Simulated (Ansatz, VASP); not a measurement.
# AlN in two plane-wave programs

Aim: how closely do two programs agree when they are given the same cell, functional and k mesh? The cell is a member of a volume series, scaled by 0.9 from a relaxed one, so a pressure remains.

Method: plane waves, with VASP 6.6.1 beside it; zone-centre phonons at LDA, in Ansatz 0.2.0.

## 1. The structure

The structure is hexagonal, space group P6_3mc (No. 186). Conventional cell: a = 2.996 Å, b = 2.996 Å, c = 4.743 Å, α = 90.00°, β = 90.00°, γ = 120.00°. Nearest to Al lie 4 N at 1.81 to 1.83 Å. Nearest to N lie 4 Al at 1.81 to 1.83 Å. Farther neighbours and most contacts between anions are not listed.

Structure file:

```xyz
4
Lattice="2.9957 0.0000 0.0000 -1.4979 2.5944 0.0000 0.0000 0.0000 4.7433" Properties=species:S:1:pos:R:3 pbc="T T T"
Al    0.0000    1.7296    4.7357
Al    1.4979    0.8648    2.3641
N     0.0000    1.7296    1.8195
N     1.4979    0.8648    4.1912
```

## 2. VASP: zone-centre phonons, LDA

Second derivatives magnify differences that forces hide, and they need a tight electronic threshold.

Lines of VASP's logs that name or quote its potential files are left out, and so is its time.

File INCAR:

```
SYSTEM = AlN
PREC = Accurate
ENCUT = 560
EDIFF = 1E-08
NELM = 100
ISMEAR = 0
SIGMA = 0.03
LREAL = .FALSE.
ALGO = Normal
GGA = CA
NBANDS = 14
LORBIT = 11
LWAVE = .FALSE.
LCHARG = .FALSE.
KPAR = 8
IBRION = 8
LEPSILON = .TRUE.
LPEAD = .TRUE.
ISIF = 2
```

File POSCAR:

```
AlN
1.0
    2.9957226178      0.0000000000      0.0000000000
   -1.4978613088      2.5943718912      0.0000000000
    0.0000000000      0.0000000000      4.7433158238
Al N
2 2
Direct
    0.3333333300      0.6666666700      0.9984012643
    0.6666666700      0.3333333300      0.4984012643
    0.3333333300      0.6666666700      0.3835987357
    0.6666666700      0.3333333300      0.8835987357
```

File KPOINTS:

```
Automatic mesh
0
Gamma
14 14 8
0 0 0
```

PAW data sets: Al and N (LDA family, release 64).

The run is started by

```console
mpirun -np 8 vasp_std
```

Numbers of over 12 decimals in the logs are rounded to 6 here.

The log of the run:

```text
[banner, memory and clock lines left out]
running    8 mpi-ranks, on    1 nodes
 distrk:  each k-point on    1 cores,    8 groups
 distr:  one band on    1 cores,    1 groups

 POSCAR found type information on POSCAR AlN
 POSCAR found :  2 types and       4 ions
|                                                                             |
|           W    W    AA    RRRRR   N    N  II  N    N   GGGG   !!!           |
|           W    W   A  A   R    R  NN   N  II  NN   N  G    G  !!!           |
|           W    W  A    A  R    R  N N  N  II  N N  N  G       !!!           |
|           W WW W  AAAAAA  RRRRR   N  N N  II  N  N N  G  GGG   !            |
|           WW  WW  A    A  R   R   N   NN  II  N   NN  G    G                |
|           W    W  A    A  R    R  N    N  II  N    N   GGGG   !!!           |
|                                                                             |
|     For optimal performance we recommend to set                             |
|       NCORE = 2 up to number-of-cores-per-socket                            |
|     NCORE specifies how many cores store one orbital (NPAR=cpu/NCORE).      |
|     This setting can greatly improve the performance of VASP for DFT.       |
|     The default, NCORE=1 might be grossly inefficient on modern             |
|     multi-core architectures or massively parallel machines. Do your        |
|     Unfortunately you need to use the default for GW and RPA                |
|     calculations (for HF NCORE is supported but not extensively tested      |
|     yet).                                                                   |
|                                                                             |

 LDA part: xc-table for (Slater(with rela. corr.)+CA(PZ))
 , standard interpolation
 POSCAR, INCAR and KPOINTS ok, starting setup
 FFT: planning ... GRIDC
 FFT: planning ... GRID_SOFT
 FFT: planning ... GRID
 WAVECAR not read
 entering main loop
       N       E                     dE             d eps       ncg     rms          rms(c)
DAV:   1     0.475510854308E+02    0.47551E+02   -0.80658E+03  3360   0.111E+03
DAV:   2    -0.347493473693E+02   -0.82300E+02   -0.75286E+02  4618   0.208E+02
DAV:   3    -0.381567259163E+02   -0.34074E+01   -0.33948E+01  4458   0.441E+01
DAV:   4    -0.381748040848E+02   -0.18078E-01   -0.18076E-01  3840   0.390E+00
DAV:   5    -0.381749752238E+02   -0.17114E-03   -0.17113E-03  4500   0.372E-01    0.132E+01
DAV:   6    -0.326455126909E+02    0.55295E+01   -0.14503E+01  4086   0.285E+01    0.479E+00
DAV:   7    -0.325792505118E+02    0.66262E-01   -0.94967E-01  4320   0.615E+00    0.299E+00
DAV:   8    -0.325250609325E+02    0.54190E-01   -0.94243E-02  3930   0.265E+00    0.449E-01
DAV:   9    -0.325187532033E+02    0.63077E-02   -0.14754E-02  4518   0.874E-01    0.211E-01
DAV:  10    -0.325189147175E+02   -0.16151E-03   -0.81540E-04  3846   0.208E-01    0.114E-01
DAV:  11    -0.325188591025E+02    0.55615E-04   -0.92764E-05  4464   0.823E-02    0.198E-02
DAV:  12    -0.325188585454E+02    0.55709E-06   -0.17722E-06  4146   0.102E-02    0.683E-03
DAV:  13    -0.325188583983E+02    0.14713E-06   -0.60885E-07  4446   0.601E-03    0.563E-04
DAV:  14    -0.325188584111E+02   -0.12800E-07   -0.32168E-08  3906   0.132E-03    0.908E-04
DAV:  15    -0.325188584114E+02   -0.35016E-09   -0.24269E-09  2862   0.379E-04
   1 F= -.32518858E+02 E0= -.32518858E+02  d E =-.191767E-12
 Linear response reoptimize wavefunctions to high precision
DAV:   1    -0.325188584108E+02    0.65143E-09   -0.16138E-09  3036   0.316E-04
DAV:   2    -0.325188584108E+02   -0.21146E-10   -0.62243E-11  2400   0.702E-05
 Linear response to external field (no local field effect), progress :
  Direction:   1
       N       E                     dE             d eps       ncg     rms          rms(c)
RMM:   1    -0.293633677284E+00   -0.29363E+00   -0.88769E-01  2861   0.275E+00
RMM:   2    -0.299640349506E+00   -0.60067E-02   -0.31456E-03  2880   0.335E-01
RMM:   3    -0.299684234295E+00   -0.43885E-04   -0.35824E-05  2880   0.325E-02
RMM:   4    -0.299684828319E+00   -0.59402E-06   -0.83030E-07  2878   0.425E-03
RMM:   5    -0.299684841118E+00   -0.12799E-07   -0.27073E-08  2572   0.612E-04
RMM:   6    -0.299684841343E+00   -0.22496E-09   -0.10453E-08  1092   0.122E-04
 change of polarisation eV/A/(eV/A) component  1 :     0.599    -0.187    -0.058
 dielectric tensor                  component  1 :     3.942    -0.916    -0.283
 Linear response to external field (no local field effect), progress :
  Direction:   2
       N       E                     dE             d eps       ncg     rms          rms(c)
RMM:   1    -0.397753433591E+00   -0.39775E+00   -0.13103E+00  2857   0.297E+00
RMM:   2    -0.404194812349E+00   -0.64414E-02   -0.36114E-03  2880   0.344E-01
[...]
RMM:   4    -0.374284942141E+00   -0.40848E-06   -0.70582E-07  2876   0.359E-03
RMM:   5    -0.374284946548E+00   -0.44069E-08   -0.31800E-08  2481   0.505E-04
 change of polarisation eV/A/(eV/A) component  3 :    -0.058    -0.036     0.749
 dielectric tensor                  component  3 :    -0.283    -0.176     4.674
 Linear response to external field, progress :
  Direction:   1
       N       E                     dE             d eps       ncg     rms          rms(c)
[...]
RMM:   6    -0.377423336114E+00   -0.37472E-03   -0.10363E-05  5941   0.216E-02    0.512E-03
RMM:   7    -0.377527303840E+00   -0.10397E-03   -0.40353E-07  6221   0.452E-03    0.991E-04
RMM:   8    -0.377533442989E+00   -0.61391E-05   -0.21719E-08  6301   0.832E-04    0.159E-04
RMM:   9    -0.377533329522E+00    0.11347E-06   -0.20303E-09  5657   0.185E-04    0.199E-05
RMM:  10    -0.377533158826E+00    0.17070E-06   -0.80311E-09  3898   0.688E-05    0.598E-06
 change of polarisation eV/A/(eV/A) component  3 :    -0.057    -0.036     0.710
 dielectric tensor                  component  3 :    -0.281    -0.176     4.483
 Linear response DOF=           4
 Linear response progress:
  Degree of freedom:   1/  4
       N       E                     dE             d eps       ncg     rms          rms(c)
RMM:   1    -0.711678985662E-02   -0.71168E-02    0.15608E-03 52244   0.803E-01
RMM:   2    -0.649142894484E-02    0.62536E-03   -0.30397E-04 36794   0.135E-01    0.105E-01
RMM:   3    -0.635369045871E-02    0.13774E-03   -0.10405E-04 38373   0.688E-02    0.558E-02
RMM:   4    -0.638621509247E-02   -0.32525E-04   -0.87827E-05 37867   0.637E-02    0.859E-03
RMM:   5    -0.638910206970E-02   -0.28870E-05   -0.20508E-06 40086   0.916E-03    0.917E-04
RMM:   6    -0.638937052544E-02   -0.26846E-06    0.67825E-07 41244   0.935E-04    0.391E-04
RMM:   7    -0.638833423364E-02    0.10363E-05   -0.27462E-08 41651   0.514E-04    0.295E-05
RMM:   8    -0.638838102996E-02   -0.46796E-07    0.45575E-09 42134   0.845E-05    0.171E-05
RMM:   9    -0.638835531271E-02    0.25717E-07    0.26004E-08 42415   0.265E-05    0.207E-06
RMM:  10    -0.638835801509E-02   -0.27024E-08    0.16149E-08 41032   0.108E-05    0.952E-07
 first order change of Fermi-energy   0.10398E+00
 force on displaced ion       1 direction 1 : -22.213  -0.000   0.000
 Born effective charge ion    1 direction 1 :   2.492   0.000   0.000
 Linear response progress:
  Degree of freedom:   2/  4
       N       E                     dE             d eps       ncg     rms          rms(c)
RMM:   1    -0.201754583062E-01   -0.20175E-01    0.17334E-02 13191   0.141E+00
RMM:   2    -0.128183566365E-01    0.73571E-02   -0.25464E-03  7608   0.371E-01    0.135E-01
RMM:   3    -0.123551668496E-01    0.46319E-03   -0.95379E-04  7841   0.177E-01    0.566E-02
RMM:   4    -0.122772167576E-01    0.77950E-04   -0.73407E-05  8351   0.431E-02    0.292E-02
RMM:   5    -0.122639439828E-01    0.13273E-04   -0.39635E-05  8511   0.319E-02    0.632E-03
RMM:   6    -0.122612378094E-01    0.27062E-05   -0.10416E-05  8642   0.927E-03    0.162E-03
RMM:   7    -0.122595482985E-01    0.16895E-05   -0.97064E-08  8662   0.260E-03    0.647E-04
RMM:   8    -0.122603094574E-01   -0.76116E-06   -0.93512E-07  8767   0.116E-03    0.147E-04
RMM:   9    -0.122603505829E-01   -0.41125E-07   -0.87291E-07  8966   0.197E-04    0.304E-05
RMM:  10    -0.122602961589E-01    0.54424E-07   -0.41075E-08  9035   0.476E-05    0.120E-05
RMM:  11    -0.122603287610E-01   -0.32602E-07   -0.30901E-07  8931   0.196E-05    0.170E-06
RMM:  12    -0.122603276850E-01    0.10760E-08   -0.30287E-07  8294   0.116E-05    0.998E-07
RMM:  13    -0.122603169393E-01    0.10746E-07   -0.20308E-07  6622   0.101E-05    0.160E-07
RMM:  14    -0.122603171871E-01   -0.24776E-09   -0.19841E-07  6076   0.994E-06    0.343E-08
 first order change of Fermi-energy   0.44580E+00
 force on displaced ion       1 direction 3 :   0.000  -0.000 -26.892
 Born effective charge ion    1 direction 3 :  -0.000   0.000   2.677
 Linear response progress:
  Degree of freedom:   3/  4
       N       E                     dE             d eps       ncg     rms          rms(c)
RMM:   1    -0.236807850092E+00   -0.23681E+00    0.19977E-01 43208   0.324E+00
RMM:   2    -0.236172006947E+00    0.63584E-03   -0.34559E-03 35952   0.431E-01    0.212E-01
RMM:   3    -0.236831827901E+00   -0.65982E-03   -0.12121E-03 33632   0.228E-01    0.102E-01
RMM:   4    -0.238820790703E+00   -0.19890E-02   -0.11516E-03 35021   0.207E-01    0.220E-02
RMM:   5    -0.238794142479E+00    0.26648E-04   -0.29909E-05 40270   0.373E-02    0.249E-03
RMM:   6    -0.238841947746E+00   -0.47805E-04    0.34228E-07 41661   0.479E-03    0.904E-04
RMM:   7    -0.238844481434E+00   -0.25337E-05    0.17296E-06 42036   0.899E-04    0.841E-05
RMM:   8    -0.238843855137E+00    0.62630E-06    0.37158E-07 42402   0.175E-04    0.346E-05
RMM:   9    -0.238843769674E+00    0.85464E-07    0.19999E-07 42586   0.694E-05    0.490E-06
RMM:  10    -0.238843840399E+00   -0.70725E-07    0.12912E-07 42717   0.423E-05    0.184E-06
RMM:  11    -0.238843841980E+00   -0.15813E-08    0.12432E-07 40103   0.339E-05    0.408E-07
RMM:  12    -0.238843838399E+00    0.35813E-08    0.11023E-07 35836   0.312E-05    0.156E-07
RMM:  13    -0.238843837592E+00    0.80693E-09    0.10728E-07 33091   0.306E-05    0.548E-08
 first order change of Fermi-energy   0.84482E+00
 force on displaced ion       3 direction 1 : -22.396   0.000  -0.000
 Born effective charge ion    3 direction 1 :  -2.492  -0.000   0.000
 Linear response progress:
  Degree of freedom:   4/  4
       N       E                     dE             d eps       ncg     rms          rms(c)
RMM:   1    -0.255263097135E+00   -0.25526E+00    0.21038E-01  9126   0.325E+00
RMM:   2    -0.253034300893E+00    0.22288E-02   -0.33826E-03  7716   0.438E-01    0.216E-01
RMM:   3    -0.252986548157E+00    0.47753E-04   -0.23682E-03  7623   0.276E-01    0.968E-02
RMM:   4    -0.254366043985E+00   -0.13795E-02   -0.11019E-03  8060   0.177E-01    0.243E-02
RMM:   5    -0.254566061971E+00   -0.20002E-03   -0.35424E-05  8313   0.341E-02    0.632E-03
RMM:   6    -0.254643817509E+00   -0.77756E-04   -0.21396E-06  8806   0.669E-03    0.244E-03
RMM:   7    -0.254636336166E+00    0.74813E-05   -0.20744E-06  8291   0.251E-03    0.546E-04
RMM:   8    -0.254639946613E+00   -0.36104E-05   -0.93434E-07  8973   0.714E-04    0.227E-04
RMM:   9    -0.254639223625E+00    0.72299E-06   -0.30561E-07  8729   0.257E-04    0.232E-05
RMM:  10    -0.254639358421E+00   -0.13480E-06   -0.28229E-07  9086   0.674E-05    0.171E-05
RMM:  11    -0.254639357216E+00    0.12059E-08   -0.12457E-07  9022   0.416E-05    0.475E-06
RMM:  12    -0.254639350380E+00    0.68360E-08   -0.92935E-08  8686   0.371E-05    0.130E-06
 first order change of Fermi-energy  -0.44765E+00
 force on displaced ion       3 direction 3 :   0.000  -0.000 -25.836
 Born effective charge ion    3 direction 3 :  -0.000  -0.000  -2.677
 Born effective charges drift removed
 Linear response finished
```

[end of part 1 of 3]

[Lines on the potential files, build, host, timing and source positions are cut from VASP's logs without a mark.]

[Logs are printed without paths, hosts, clocks, repeated set-up lines and the standing remarks that a program may print on its own settings, such as how far it seeks lower states.]

[Hosts, paths, dates, database ids (printed as entryN), source tags and the programs' standing remarks are cut or masked in the printed files.]
